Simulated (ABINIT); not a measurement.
MnS:

```
Mn S
1.0
     0.00000    2.60450    2.60450
     2.60450    0.00000    2.60450
     2.60450    2.60450    0.00000
Mn S
1 1
Direct
  0.00000 0.00000 0.00000
  0.50000 0.50000 0.50000
```

Base run:

```yaml
Program: ABINIT 10.8.3 (patched build)
Functional: LDA
Potentials_or_basis: PseudoDojo NC SR LDA v0.4.1 standard
Cutoff: 1252 eV
k_mesh: 7 × 7 × 7
Occupations: fermi-dirac, width 0.05 eV
Spin: collinear spin, ferromagnetic start
Starting_moments: "[4.0, 0.0] μB"
```

Its results: pressure -11.4 GPa; net moment 4.60 μB per cell; site moments Mn +3.94; S +0.13 μB.

Question: The run is repeated on the same cell with these changes: k mesh from 7 × 7 × 7 to 6 × 6 × 6, with 4 shifts. What comes out?

Answer: Pressure -11.9 GPa; net moment 4.54 μB per cell; site moments Mn +3.91; S +0.12 μB.

Caveats: a cell with one magnetic atom can't hold antiferromagnetic order, which such compounds often take.
